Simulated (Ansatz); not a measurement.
**Quadrupolar parameters in SiO₂**

The cell is a Materials Project structure (computed, not necessarily an observed phase), atoms as given.

```cif
data_SiO2
_symmetry_space_group_name_H-M 'Im-3m'
_symmetry_Int_Tables_number 229
_cell_length_a 9.8830
_cell_length_b 9.8830
_cell_length_c 9.8830
_cell_angle_alpha 90.000
_cell_angle_beta 90.000
_cell_angle_gamma 90.000
loop_
_atom_site_label
_atom_site_type_symbol
_atom_site_symmetry_multiplicity
_atom_site_Wyckoff_symbol
_atom_site_fract_x
_atom_site_fract_y
_atom_site_fract_z
Si Si 16 f 0.1569 0.1569 0.1569
O9 O 8 c 0.2500 0.2500 0.2500
O13 O 24 h 0.1889 0.1889 0.0000
```

One atom of each set is listed; the run and its k-mesh use a cell of 24 atoms with edges of 8.56, 8.56, 8.56 Å.

Method: Kohn–Sham DFT in Ansatz, r2SCAN, plane waves and PAW, scalar-relativistic, 500 eV cutoff, Γ-centred 3×3×3 k-points, Fermi–Dirac smearing 0.02 eV.

Conventions: |V_zz| ≥ |V_yy| ≥ |V_xx|, η = (V_xx − V_yy)/V_zz, C_Q = eQV_zz/h.

¹⁷O: I = 5/2, Q = -25.58 mb. Q values from Pyykkö, Mol. Phys. 116, 1328 (2018).

```
site  atoms                 first shell  V_zz (10²¹ V/m²)     η  C_Q (MHz)
  Si      8          4 O at 1.59–1.61 Å             -0.64  0.00          –
  O9      4  2 Si at 1.59 Å, angle 180°             10.31  0.00      -6.38
 O13     12  2 Si at 1.61 Å, angle 148°              9.26  0.23      -5.73
```

An axis of threefold or higher order runs through Si and O9, so V_zz lies along it and η is zero. At O13 V_zz runs parallel to the line that joins its two neighbours (within 1°).

Si has no stable isotope with a ground-state quadrupole moment in the table, so no C_Q is given.
